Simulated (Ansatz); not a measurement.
Method: DFT PBE, scalar-relativistic, plane waves, PAW in Ansatz 0.2.0. All cells share a 420 eV cutoff and Γ-centred k meshes spaced at most about 0.3 Å⁻¹ (about 0.25 or finer for metals, 2π included). No spin polarisation.

Temperature and zero-point effects are left out.

Two relaxed structures of GeSe5:

A.

```
Ge Se
1.0
     3.68584    0.00000    0.00000
    -1.84292    3.19203    0.00000
     0.00000    0.00000   13.32707
Ge Se
1 5
Direct
  0.00000 0.00000 0.00000
  0.66667 0.33333 0.88735
  0.33333 0.66667 0.11265
  0.33333 0.66667 0.61978
  0.00000 0.00000 0.50000
  0.66667 0.33333 0.38022
```

B.

```
Ge Se
1.0
     5.98450    0.00000    0.00000
     0.00000    5.98450    0.00000
     0.00000    0.00000    6.39810
Ge Se
1 5
Cartesian
  2.9923 2.9923 1.9601
  0.7132 1.7034 3.3089
  5.2713 4.2811 3.3089
  4.2811 0.7132 3.3089
  1.7034 5.2713 3.3089
  2.9923 2.9923 4.3709
```

Question: Which form is favoured at zero pressure, and by what margin per atom?

Answer: A is lower, by 147 meV/atom. A has space group P-3m1 (No. 164), 26.1 Å³/atom and no gap on its mesh; B has space group P4 (No. 75), 38.2 Å³/atom and no gap. Counting Se atoms around Ge (those within 1.25 times the shortest such distance or 1.15 times the sum of covalent radii, 1.27 where that leaves under three; a plus sign parts nearer from farther groups), A has Ge 6 and B has Ge 1+4. B holds Se–Se units of three or more atoms (shortest 2.61 Å); in A the shortest Se–Se distance is 2.66 Å, near bonding range too. In A, Ge has 6 Se at 2.60 Å; around Se on a site of symmetry 3m lie 3 Ge at 2.60 Å; around Se on a second site of symmetry 3m lie 3 Se at 2.66 Å; 1 more site not described. In B, Ge is surrounded by 1 Se at 2.41 Å and 4 Se at 2.95 Å; around Se on a site of symmetry 1 lie 2 Se at 2.61 Å, 2 Se at 2.83–2.95 Å and 1 Ge at 2.95 Å; Se on a site of symmetry 4 is surrounded by 1 Ge at 2.41 Å and 4 Se at 2.83 Å. Both come from invented guesses. The lowest form computed isn't among them: it has space group P2 (No. 3), 29.8 Å³/atom and lies 52 meV/atom below the best shown.

No dispersion correction is applied, so the spacing and binding between layers, chains or molecules are poorly described (P-3m1, P4), and this can change margins and order among such cells. Cells relaxed within their symmetry can be saddle points. Some types were kept out of the candidates beforehand, so the set may lack a known form.
